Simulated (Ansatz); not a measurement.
# CrI3: the cost of one run

Method: DFT PBE+U (U_eff = 3.7 eV on Cr 3d), scalar-relativistic, plane waves, PAW, in Ansatz 0.2.0.

These runs use a low cutoff (300 eV) and a coarse mesh on purpose, to show what cheap settings give: their numbers aren't properties of the material.

The runs add the D3(BJ) dispersion term to the functional named.

## 1. The starting structure

The structure is trigonal, space group R-3 (No. 148). Conventional cell: a = 6.832 Å, b = 6.832 Å, c = 19.864 Å, α = 90.00°, β = 90.00°, γ = 120.00°. Around Cr (site symmetry 3) lie 6 I at 2.75 Å. Around I (site symmetry 1) lie 2 Cr at 2.75 Å.

Structure file:

```cif
data_structure
_symmetry_space_group_name_H-M 'R-3:H'
_symmetry_Int_Tables_number 148
_cell_length_a 6.8324
_cell_length_b 6.8324
_cell_length_c 19.8641
_cell_angle_alpha 90.000
_cell_angle_beta 90.000
_cell_angle_gamma 120.000
_cell_volume 803.05
loop_
_atom_site_label
_atom_site_type_symbol
_atom_site_symmetry_multiplicity
_atom_site_Wyckoff_symbol
_atom_site_fract_x
_atom_site_fract_y
_atom_site_fract_z
_atom_site_occupancy
Cr1 Cr 6 c 0.00000 0.00000 0.16667 1
I1 I 18 f 0.66667 0.66667 0.08867 1
```

The moments start at Cr 3.00 μB.

## 2. A coarse mesh, to find the state of the open shells

Input file input.yaml:

```yaml
crystal:
  lattice:
    - [3.41619018, 1.97233832, 6.62136967]
    - [-3.41619018, 1.97233832, 6.62136967]
    - [0.0, -3.94467664, 6.62136967]
  atoms:
    - { symbol: Cr, position: [0.16666667, 0.16666667, 0.16666667], spin: 3.0 }
    - { symbol: Cr, position: [0.83333333, 0.83333333, 0.83333333], spin: 3.0 }
    - { symbol: I, position: [0.75533333, 0.08866667, 0.422] }
    - { symbol: I, position: [0.422, 0.75533333, 0.08866667] }
    - { symbol: I, position: [0.08866667, 0.422, 0.75533333] }
    - { symbol: I, position: [0.578, 0.24466667, 0.91133333] }
    - { symbol: I, position: [0.91133333, 0.578, 0.24466667] }
    - { symbol: I, position: [0.24466667, 0.91133333, 0.578] }
basis:
  ecutwfc: 300
  ecutrho_ratio: 4
kpoints:
  mp_grid: { grid: [3, 3, 3] }
hamiltonian:
  xc: pbe
  hubbard: { sites: [{ species: Cr, l: d, u_eff: 3.7 }] }
  dispersion: d3bj
scf:
  occupations: { method: gaussian, width: 0.05 }
output:
  forces: true
  stress: true
  eigenvalues: true
  populations: true
  hubbard: { sites: [{ species: Cr, l: d }] }
magnetization:
  spin_polarized: true
```

The run is started by

```bash
$ ansatz run input.yaml --threads 4 --pin off --max-ram 10240MiB --backend cpu --events-out ev --progress --plain --runs-dir out
```

**Question.** How long does this run take on 4 threads of Intel Xeon Platinum 8488C (Sapphire Rapids), shared host, and how much memory does it need?

About 57 s, with a peak of 1.5 GiB.
